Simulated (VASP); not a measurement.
# Cs2AgBiBr6 (Fm-3m) in VASP: settings compared, part 2 of 2

VASP 6.6.1. Earlier steps stand in the parts before.

## (4) Relaxation of cell and atoms, PBEsol+D3

INCAR reads:

```
PREC = Accurate
ENCUT = 600
EDIFF = 1E-7
ISMEAR = -1
SIGMA = 0.05
LREAL = F
LASPH = T
NELM = 80
ALGO = Normal
ISIF = 3
LWAVE = F
LCHARG = F
GGA = PS
IVDW = 11
IBRION = 2
NSW = 60
EDIFFG = -0.02
```

KPOINTS reads:

```
regular mesh
0
Gamma
  3 3 3
```

POSCAR reads:

```
Cs2AgBiBr6
1.0
    0.0000000000      5.6161000000      5.6161000000
    5.6161000000      0.0000000000      5.6161000000
    5.6161000000      5.6161000000      0.0000000000
Bi Cs Ag Br
1 2 1 6
Direct
    0.0000000000      0.0000000000      0.0000000000
    0.7500000000      0.7500000000      0.7500000000
    0.2500000000      0.2500000000      0.2500000000
    0.5000000000      0.5000000000      0.5000000000
    0.7494500000      0.7494500000      0.2505500000
    0.2505500000      0.2505500000      0.7494500000
    0.7494500000      0.2505500000      0.2505500000
    0.7494500000      0.2505500000      0.7494500000
    0.2505500000      0.7494500000      0.7494500000
    0.2505500000      0.7494500000      0.2505500000
```

Potentials or basis: VASP PAW PBE potentials, release 64 (Bi_d, Cs_sv, Ag, Br).

On the command line:

```console
> cat potpaw_PBE.64/Bi_d/POTCAR potpaw_PBE.64/Cs_sv/POTCAR potpaw_PBE.64/Ag/POTCAR potpaw_PBE.64/Br/POTCAR > POTCAR
> mpirun -np 1 vasp_std > vasp.out
```

OUTCAR:

```text
PREC = Accurate
   ENCUT = 600
   EDIFF = 1E-7
   ISMEAR = -1
   LREAL = F
   LASPH = T
   NELM = 80
   ISIF = 3
   GGA = PS
   IVDW = 11
   IBRION = 2
   NSW = 60
   EDIFFG = -0.02
 IVDW          = 11

 ion  position               nearest neighbor table
   1  0.000  0.000  0.000-   5 2.81   6 2.81   7 2.81   8 2.81   9 2.81  10 2.81
   2  0.750  0.750  0.750-
   3  0.250  0.250  0.250-
   4  0.500  0.500  0.500-   5 2.80   6 2.80   7 2.80   8 2.80   9 2.80  10 2.80
   5  0.749  0.749  0.251-   4 2.80   1 2.81
   6  0.251  0.251  0.749-   4 2.80   1 2.81
   7  0.749  0.251  0.251-   4 2.80   1 2.81
   8  0.749  0.251  0.749-   4 2.80   1 2.81
   9  0.251  0.749  0.749-   4 2.80   1 2.81
  10  0.251  0.749  0.251-   4 2.80   1 2.81

  LATTYP: Found a face centered cubic cell.
 ALAT       =    11.2322000000

  Lattice vectors:

 A1 = (   0.0000000000,   5.6161000000,   5.6161000000)
[... 169 lines left out ...]
  ext. energy  EPLUGINS =         0.00000000
  ---------------------------------------------------
  free energy    TOTEN  =       -31.79086184 eV

  energy without entropy =      -31.79086182  energy(sigma->0) =      -31.79086183

------------------------ aborting loop because EDIFF is reached ----------------------------------------

 Edisp (eV)   -2.31111

 E8    (eV) :    -1.7544
[... 135 lines left out ...]
--------------------------------------- Ionic step        4  -------------------------------------------

 number of electron      86.0000003 magnetization

 Free energy of the ion-electron system (eV)
  ---------------------------------------------------
  ext. energy  EPLUGINS =         0.00000000
  ---------------------------------------------------
  free energy    TOTEN  =       -31.81539858 eV

  energy without entropy =      -31.81539854  energy(sigma->0) =      -31.81539856

 E-fermi :   2.0947     XC(G=0):  -8.5044

 val. band max:        1.2113634121   @ k =  -0.3333   0.3333   0.0000
 cond. band min:       2.9571233563   @ k =   0.3333   0.0000   0.0000
 fundamental gap:      1.7457599442
 Fermi energy:         2.0946767502

 k-point     1 :       0.0000    0.0000    0.0000
  band No.  band energies     occupation
      1     -21.4993      2.00000
      2     -21.4993      2.00000
      3     -21.4574      2.00000
      4     -21.4574      2.00000
      5     -21.4574      2.00000
      6     -19.1934      2.00000
[... 246 lines left out ...]
  FREE ENERGIE OF THE ION-ELECTRON SYSTEM (eV)
  ---------------------------------------------------
  free  energy   TOTEN  =       -34.1562064544 eV

  energy  without entropy=      -34.1562064190  energy(sigma->0) =      -34.15620644

 reached required accuracy - stopping structural energy minimisation
```

OSZICAR:

```text
N       E                     dE             d eps       ncg     rms          rms(c)
DAV:   1     0.763990213572E+03    0.76399E+03   -0.40328E+04   408   0.166E+03
DAV:   2     0.501406845314E+02   -0.71385E+03   -0.69923E+03   529   0.325E+02
DAV:   3    -0.303150554508E+02   -0.80456E+02   -0.80090E+02   488   0.128E+02
[... 45 lines left out ...]
DAV:   6    -0.318154011299E+02    0.51564E-05   -0.14462E-05   480   0.282E-02    0.149E-02
DAV:   7    -0.318153984375E+02    0.26924E-05   -0.36053E-06   504   0.113E-02    0.409E-03
DAV:   8    -0.318153981928E+02    0.24473E-06   -0.51198E-07   432   0.395E-03    0.136E-03
DAV:   9    -0.318153984802E+02   -0.28738E-06   -0.97355E-08   304   0.174E-03    0.588E-04
DAV:  10    -0.318153985795E+02   -0.99305E-07   -0.16635E-08   240   0.687E-04
   4 F= -.34156206E+02 E0= -.34156206E+02  d E =-.818585E-02
```

Wall time 15 min (1 thread of AMD EPYC 7R43 (Zen 3), shared host); peak memory 0.64 GiB.

What came out:

| Property | Result |
| --- | --- |
| Free energy | -34.1562 eV |
| Relaxed volume | 34.37 Å³/atom |
| Relaxed cell | a = 7.863 Å, b = 7.863 Å, c = 7.863 Å, α = 60.00°, β = 60.00°, γ = 60.00° |
| Space group after relaxing (to 0.05 Å) | Fm-3m (No. 225) |
| Energy gained by relaxing | 5.4 meV/atom |
| Ionic steps | 4 |
| Pressure after relaxing | 0.0 GPa |
| Band gap on the k mesh | 1.75 eV, indirect (least direct gap 2.45 eV) |
| Dispersion energy per atom | -0.234 eV |

The path:
| step | energy change (eV) | largest force (eV/Å) | pressure (GPa) | volume (Å³) |
| --- | --- | --- | --- | --- |
| 1 | 0.0000 | 0.2856 | -0.58 | 354.27 |
| 2 | -0.0355 | 0.2213 | -0.13 | 347.78 |
| 3 | -0.0460 | 0.1496 | 0.33 | 341.86 |
| 4 | -0.0542 | 0.0017 | 0.05 | 343.73 |

Final structure:
```
Bi Cs Ag Br
1.0
     0.00000    5.55982    5.55982
     5.55982    0.00000    5.55982
     5.55982    5.55982    0.00000
Bi Cs Ag Br
1 2 1 6
Direct
  0.00000 0.00000 0.00000
  0.75000 0.75000 0.75000
  0.25000 0.25000 0.25000
  0.50000 0.50000 0.50000
  0.74586 0.74586 0.25414
  0.25414 0.25414 0.74586
  0.74586 0.25414 0.25414
  0.74586 0.25414 0.74586
  0.25414 0.74586 0.74586
  0.25414 0.74586 0.25414
```

Caveat: the PAW data sets were made with another functional, which shifts forces and pressure a little; spin-orbit coupling is left out, which as a rule narrows the gap of such compounds by several tenths of an eV; an odd mesh through Γ misses points on the zone boundary, where band edges often lie.

## (5) Relaxation of cell and atoms, PBEsol+D3(BJ)

INCAR: that of step 4 with these lines changed.

```diff
@@ -13,3 +13,3 @@
 GGA = PS
-IVDW = 11
+IVDW = 12
 IBRION = 2
```

KPOINTS is that of step 4.

POSCAR is that of step 4.

On the command line:

```console
> cat potpaw_PBE.64/Bi_d/POTCAR potpaw_PBE.64/Cs_sv/POTCAR potpaw_PBE.64/Ag/POTCAR potpaw_PBE.64/Br/POTCAR > POTCAR
> mpirun -np 1 vasp_std > vasp.out
```

Wall time 19 min (1 thread of AMD EPYC 7R43 (Zen 3), shared host); peak memory 0.66 GiB.

Results (log left out):

| Quantity | Value |
| --- | --- |
| Free energy | -34.2990 eV |
| Relaxed volume | 33.53 Å³/atom |
| Relaxed cell | a = 7.798 Å, b = 7.798 Å, c = 7.798 Å, α = 60.00°, β = 60.00°, γ = 60.00° |
| Space group after relaxing (to 0.05 Å) | Fm-3m (No. 225) |
| Energy gained by relaxing | 11.5 meV/atom |
| Ionic steps | 5 |
| Pressure after relaxing | 0.1 GPa |
| Band gap on the k mesh | 1.72 eV, indirect (least direct gap 2.45 eV) |
| Dispersion energy per atom | -0.253 eV |

Forces in eV/Å, atoms in the order of the input:
```
Bi   0.000  0.000  0.000
Cs   0.000  0.000  0.000
Cs   0.000  0.000  0.000
Ag   0.000  0.000  0.000
Br   0.000  0.000  0.002
Br   0.000  0.000 -0.002
Br  -0.002  0.000  0.000
Br   0.000  0.002  0.000
Br   0.002  0.000  0.000
Br   0.000 -0.002  0.000
```

Step by step:
```
step  energy change (eV)  largest force (eV/Å)  pressure (GPa)  volume (Å³)
   1              0.0000                0.3075           -1.11       354.27
   2             -0.0809                0.2924           -0.26       341.88
   3             -0.0945                0.2711            0.33       334.71
   4             -0.1140                0.0661            0.13       335.15
   5             -0.1153                0.0020            0.08       335.30
```

Final structure:
```
Bi Cs Ag Br
1.0
     0.00000    5.51399    5.51399
     5.51399    0.00000    5.51399
     5.51399    5.51399    0.00000
Bi Cs Ag Br
1 2 1 6
Direct
  0.00000 0.00000 0.00000
  0.75000 0.75000 0.75000
  0.25000 0.25000 0.25000
  0.50000 0.50000 0.50000
  0.74507 0.74507 0.25493
  0.25493 0.25493 0.74507
  0.74507 0.25493 0.25493
  0.74507 0.25493 0.74507
  0.25493 0.74507 0.74507
  0.25493 0.74507 0.25493
```

Levels at points of the mesh, in eV from the valence-band top:
| k point | band 39 | band 40 | band 41 | band 42 | band 43 | band 44 | band 45 | band 46 | band 47 | band 48 |
| --- | --- | --- | --- | --- | --- | --- | --- | --- | --- | --- |
| (0.00, 0.00, 0.00) | -0.97 | -0.97 | -0.97 | -0.24 | -0.24 | 2.41 | 2.41 | 2.41 | 3.81 | 4.56 |

Caveat: the PAW data sets were made with another functional, which shifts forces and pressure a little; spin-orbit coupling is left out, which as a rule narrows the gap of such compounds by several tenths of an eV; an odd mesh through Γ misses points on the zone boundary, where band edges often lie.

## (6) Relaxation of cell and atoms, PBEsol+D4

INCAR: that of step 5 with these lines changed.

```diff
@@ -13,3 +13,3 @@
 GGA = PS
-IVDW = 12
+IVDW = 13
 IBRION = 2
```

KPOINTS is that of step 5.

POSCAR is that of step 5.

Potentials or basis: VASP PAW PBE potentials, release 64 (Bi_d, Cs_sv, Ag, Br).

On the command line:

```console
> cat potpaw_PBE.64/Bi_d/POTCAR potpaw_PBE.64/Cs_sv/POTCAR potpaw_PBE.64/Ag/POTCAR potpaw_PBE.64/Br/POTCAR > POTCAR
> mpirun -np 1 vasp_std > vasp.out
```

Run time: 16 min. Hardware: 1 thread of AMD EPYC 7R43 (Zen 3), shared host; peak memory 0.63 GiB.

It converged, with:

| Item | Value |
| --- | --- |
| Free energy | -33.1865 eV |
| Relaxed volume | 34.18 Å³/atom |
| Relaxed cell | a = 7.848 Å, b = 7.848 Å, c = 7.848 Å, α = 60.00°, β = 60.00°, γ = 60.00° |
| Space group after relaxing (to 0.05 Å) | Fm-3m (No. 225) |
| Energy gained by relaxing | 6.7 meV/atom |
| Ionic steps | 4 |
| Pressure after relaxing | 0.0 GPa |
| Largest force after relaxing | 0.003 eV/Å |
| Band gap on the k mesh | 1.74 eV, indirect (least direct gap 2.44 eV) |
| Dispersion energy per atom | -0.138 eV |

Forces on the atoms (eV/Å):
```
Bi   0.000  0.000  0.000
Cs   0.000  0.000  0.000
Cs   0.000  0.000  0.000
Ag   0.000  0.000  0.000
Br   0.000  0.000  0.003
Br   0.000  0.000 -0.003
Br  -0.003  0.000  0.000
Br   0.000  0.003  0.000
Br   0.003  0.000  0.000
Br   0.000 -0.003  0.000
```

The path:
```
step  energy change (eV)  largest force (eV/Å)  pressure (GPa)  volume (Å³)
   1              0.0000                0.3066           -0.61       354.27
   2             -0.0421                0.2385           -0.21       347.36
   3             -0.0587                0.1447            0.33       339.76
   4             -0.0666                0.0032            0.04       341.85
```

Final structure:
```
CELL_PARAMETERS angstrom
0.00000 5.54969 5.54969
5.54969 0.00000 5.54969
5.54969 5.54969 0.00000
ATOMIC_POSITIONS crystal
Bi 0.00000 0.00000 0.00000
Cs 0.75000 0.75000 0.75000
Cs 0.25000 0.25000 0.25000
Ag 0.50000 0.50000 0.50000
Br 0.74547 0.74547 0.25453
Br 0.25453 0.25453 0.74547
Br 0.74547 0.25453 0.25453
Br 0.74547 0.25453 0.74547
Br 0.25453 0.74547 0.74547
Br 0.25453 0.74547 0.25453
```

Levels at points of the mesh, in eV from the valence-band top:
```
           k point  band 39  band 40  band 41  band 42  band 43  band 44  band 45  band 46  band 47  band 48
(0.00, 0.00, 0.00)    -0.91    -0.91    -0.91    -0.23    -0.23     2.44     2.44     2.44     3.84     4.65
```

Caveat: the PAW data sets were made with another functional, which shifts forces and pressure a little; spin-orbit coupling is left out, which as a rule narrows the gap of such compounds by several tenths of an eV; an odd mesh through Γ misses points on the zone boundary, where band edges often lie. Expect the measured gap to be larger: semilocal functionals such as PBEsol lack the derivative discontinuity.

## (7) For comparison

An earlier run on the cell as given: functional PBEsol; potentials or basis VASP PAW PBE potentials, release 64 (Bi_d, Cs_sv, Ag, Br); cutoff 520 eV; k mesh 4 × 4 × 4; occupations fermi-dirac, width 0.05 eV; no spin polarisation.

* Pressure: 0.0 GPa
* Largest force: 0.308 eV/Å
* Band gap on the k mesh: 1.17 eV, indirect (least direct gap 2.39 eV)

## (8) The runs side by side

| task | level | cell | k mesh | cutoff (eV) | ladder | gap on the mesh (eV) | pressure (GPa) | relaxed volume (Å³/atom) |
| --- | --- | --- | --- | --- | --- | --- | --- | --- |
| relaxation of cell and atoms | PBEsol | relaxed | 3 × 3 × 3 | 600 | - | 1.75 | 0.0 | 35.00 |
| relaxation of cell and atoms | PBEsol+D3 | relaxed | 3 × 3 × 3 | 600 | - | 1.75 | 0.0 | 34.37 |
| relaxation of cell and atoms | PBEsol+D3(BJ) | relaxed | 3 × 3 × 3 | 600 | - | 1.72 | 0.1 | 33.53 |
| relaxation of cell and atoms | PBEsol+D4 | relaxed | 3 × 3 × 3 | 600 | - | 1.74 | 0.0 | 34.18 |
| single point | PBEsol | as given | 4 × 4 × 4 | 520 | free | 1.17 | 0.0 | - |

Alike in all rows: potentials or basis VASP PAW PBE potentials, release 64 (Bi_d, Cs_sv, Ag, Br); no spin polarisation; smearing fermi-dirac 0.05 eV.

Caveats: the PAW data sets were made with another functional, which shifts forces and pressure a little; spin-orbit coupling is left out, which as a rule narrows the gap of such compounds by several tenths of an eV; an odd mesh through Γ misses points on the zone boundary, where band edges often lie (some runs).

Total energies depend on the potentials used, so only differences within one code and one set of settings carry meaning.
